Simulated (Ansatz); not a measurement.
Crystal: P.

```
P
1.0
     1.64774   -5.46504    0.00000
     1.64774    5.46504    0.00000
     0.00000    0.00000    4.54364
P
4
Direct
  0.90414 0.09586 0.58882
  0.09586 0.90414 0.41118
  0.59586 0.40414 0.08882
  0.40414 0.59586 0.91118
```

Program: Ansatz 0.2.0. Alike in all runs: task projected density of states; potentials or basis Ansatz PAW; no spin polarisation; cell as given; k mesh 5 × 5 × 4; cutoff (eV) 420; smearing fermi-dirac 0.05 eV.

Order these runs on this cell by their band gap on the k mesh, lowest first.
A. level PBE0
B. level HSE06
C. level RPBE

C (0.49 eV), B (1.02 eV), A (1.68 eV).

Caveats: odd divisions of the mesh miss points on the zone boundary, where band edges often lie, so the gap on the mesh can be too wide; the density of states is complete only up to the lowest level of the last band computed.

A k mesh can miss the band edges.
